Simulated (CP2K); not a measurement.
Runs of CP2K 2026.2 on Sc. The typed cell holds 1 atom: a = 3.202 Å, b = 3.216 Å, c = 3.226 Å, α = 61.44°, β = 61.31°, γ = 62.16°. This isn't the form of Sc at room conditions, which is hcp.

```csv
task,level,cell,smearing,k points reduced by the point group,NGRIDS,EXTRAPOLATION,D3 from the s-dftd3 library (D3_REFERENCE_CODE),optimiser,gap on the mesh (eV),pressure (GPa),relaxed volume (Å³/atom)
single point,RPBE,as given,gaussian 0.05 eV,yes,4,-,-,-,none,2.6,-
relaxation of cell and atoms,PBE+D3(BJ),relaxed,methfessel-paxton 0.2 eV,-,4,USE_PREV_P,yes,BFGS,none,0.0,23.35
relaxation of cell and atoms,RPBE+D3(BJ),relaxed from: cell strained at random at fixed volume,gaussian 0.1 eV,-,5,USE_PREV_P,yes,LBFGS,none,0.0,(a)
single point,PBE,as given,gaussian 0.1 eV,yes,4,-,-,-,none,0.6,-
```

Alike in all rows: potentials or basis POTENTIAL_UZH Sc GTH-PBE-q11; TZVP-MOLOPT-PBE-GTH basis; no spin polarisation; k mesh 10 × 10 × 10.

Task: Fill in the values left out.

Result: (a) 17.07.

Caveats: the basis of atomic orbitals isn't converged, which shifts pressures, moduli and gaps; the potentials were made for another functional, which shifts forces and pressure (some runs); the printed path begins after the first move (some runs); pairwise dispersion overbinds metals, which lowers pressure and volume (some runs); the volume moved by over 15 % at a fixed basis, so the end points are rough (some runs).

A gap of «none» marks a metal or a gap under the smearing width.
